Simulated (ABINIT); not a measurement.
Hf:

```
CELL_PARAMETERS angstrom
-1.80500 1.80500 1.80500
1.80500 -1.80500 1.80500
1.80500 1.80500 -1.80500
ATOMIC_POSITIONS crystal
Hf 0.00000 0.00000 0.00000
```

This isn't the form of Hf at room conditions, which is hcp.

Base run:

* Program: ABINIT 10.8.3 (patched build)
* Functional: r2SCAN
* Potentials or basis: SG15 NC PBE v1.2
* Cutoff: 980 eV
* k mesh: 10 × 10 × 10
* Occupations: fermi-dirac, width 0.05 eV
* Spin: no spin polarisation

Its results: band gap on the k mesh none (metal or under the smearing width); pressure -11.5 GPa.

**Question.** The run is repeated on the same cell with these changes: potentials or basis from SG15 NC PBE v1.2 to Ansatz NC r2SCAN; cutoff from 980 eV to 1469 eV. What comes out?

**Answer.** Band gap on the k mesh none (metal or under the smearing width); pressure -5.5 GPa.

Caveats: the potentials were made for another functional, which shifts forces and pressure (some runs).
